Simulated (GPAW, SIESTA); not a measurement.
Given: the input of a run of GPAW 26.7.0 (ASE script) on Sb. This isn't the form of Sb at room conditions, which is rhombohedral.

run.py

```python
from ase import Atoms
from ase.dft.bandgap import bandgap
from ase.io import write
from ase.units import GPa
from gpaw import GPAW, PW, setup_paths

setup_paths.insert(0, '.')

atoms = Atoms(['Sb', 'Sb', 'Sb', 'Sb'],
              cell=[[4.5277, 0.0, 0.0],
                    [0.0, 4.4211, 0.0],
                    [-1.320519, 0.0, 6.364348]],
              scaled_positions=[[0.33993, 0.25, 0.68367],
                                [0.936638, 0.75, 0.762758],
                                [0.063362, 0.25, 0.237242],
                                [0.66007, 0.75, 0.31633]],
              pbc=True)

calc = GPAW(mode=PW(600),
            xc='PBEsol',
            kpts={'size': (6, 6, 4), 'gamma': True},
            occupations={'name': 'fermi-dirac', 'width': 0.05},
            nbands=46,
            convergence={'density': 1e-05, 'energy': 1e-05},
            maxiter=150,
            txt='gpaw.txt')
atoms.calc = calc
energy = atoms.get_potential_energy()
forces = atoms.get_forces()
stress = atoms.get_stress()
calc.write('gs.gpw')
write('result.traj', atoms)
print(f'Energy: {energy:.6f} eV')
print('Forces (eV/A):')
print(forces.round(4))
print('Stress (GPa):', (stress / GPa).round(3))
print('Fermi level:', round(calc.get_fermi_level(), 4), 'eV')
print(f'Gap: {bandgap(calc)[0]:.4f} eV, direct: {bandgap(calc, direct=True)[0]:.4f} eV')
```

Potentials or basis: PAW data sets generated in the run's folder for this functional, pw.

Launch:

```console
$ gpaw-setup -f PBEsol Sb
$ OMP_NUM_THREADS=1 python run.py
```

Task: Set up the same calculation for SIESTA 5.4.2. Potentials or basis there: files PseudoDojo sr-pbesol-0.4.1-standard, DZP (energy shift 0.003 Ry; two zetas on semicore shells).

Result: As run (cutoffs and basis follow the program's own potentials, and thresholds, step limits or extra output files can differ):

File Sb.fdf:

```
SystemName                      Sb
SystemLabel                     Sb
NumberOfSpecies                 1
NumberOfAtoms                   4
%block ChemicalSpeciesLabel
  1  51 Sb
%endblock ChemicalSpeciesLabel

LatticeConstant                 1.0 Ang
%block LatticeVectors
     4.5277000000     0.0000000000     0.0000000000
     0.0000000000     4.4211000000     0.0000000000
    -1.3205190000     0.0000000000     6.3643480000
%endblock LatticeVectors
AtomicCoordinatesFormat         Fractional
%block AtomicCoordinatesAndAtomicSpecies
     0.3399300000     0.2500000000     0.6836700000  1  Sb
     0.9366380000     0.7500000000     0.7627580000  1  Sb
     0.0633620000     0.2500000000     0.2372420000  1  Sb
     0.6600700000     0.7500000000     0.3163300000  1  Sb
%endblock AtomicCoordinatesAndAtomicSpecies

%block kgrid.MonkhorstPack
    6   0   0  0.0
    0   6   0  0.0
    0   0   4  0.0
%endblock kgrid.MonkhorstPack
XC.Functional                   GGA
XC.Authors                      PBEsol
PAO.BasisSize                   DZP
PAO.EnergyShift                 0.003 Ry
Mesh.Cutoff                     500 Ry
OccupationFunction              FD
ElectronicTemperature           0.05 eV
MaxSCFIterations                120
SCF.MustConverge                false
SCF.Mixer.Method                Pulay
SCF.Mixer.Weight                0.25
SCF.Mixer.History               8
SCF.DM.Tolerance                5.0e-05
SCF.H.Tolerance                 1.0e-03 eV
WriteForces                     true
Charge.Mulliken                 end
Charge.Hirshfeld                end
Charge.Voronoi                  end
SaveRho                         true
SaveElectrostaticPotential      true
%block PAO.Basis
  Sb 4
  n=5 0 2
    5.972 0.000
  n=5 1 2
    7.842 0.000
  n=4 2 2
    3.490 0.000
  n=5 2 1
    7.842
%endblock PAO.Basis
```

Potentials or basis: PseudoDojo 0.4 standard (PBEsol files), converted to PSML, two zetas on semicore shells, DZP (energy shift 0.003 Ry; two zetas on semicore shells).

Command:

```bash
$ siesta Sb.fdf > Sb.out 2>&1
```

Both were run:

|  | GPAW | SIESTA |
| --- | --- | --- |
| Pressure | -2.6 GPa | -1.3 GPa |

Pressure is positive in compression.
